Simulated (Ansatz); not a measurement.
The system is CuI (Marshite).

```
I Cu
1.0
     0.00000    3.03150    3.03150
     3.03150    0.00000    3.03150
     3.03150    3.03150    0.00000
I Cu
1 1
Direct
  0.00000 0.00000 0.00000
  0.75000 0.75000 0.75000
```

Base run:

| Item | Value |
| --- | --- |
| Program | Ansatz 0.2.0 |
| Functional | PBE |
| Potentials or basis | all-electron LAPW, scalar-relativistic |
| Cutoff | 283 eV (chosen from the basis error) |
| Basis error allowed | 0.001 eV/atom |
| k mesh | 8 × 8 × 8 |
| Occupations | gaussian, width 0.028 eV |
| Spin | no spin polarisation |

Its results: band gap on the k mesh 1.12 eV, direct; pressure 0.3 GPa.

Question: The run is repeated on the same cell with these changes: functional from PBE to LDA; occupations from gaussian, width 0.028 eV to fermi-dirac, width 0.05 eV. What comes out?

Answer: Band gap on the k mesh 0.94 eV, direct; pressure -4.4 GPa.

Caveats: spin-orbit coupling is left out, which moves the levels of the heavy elements.
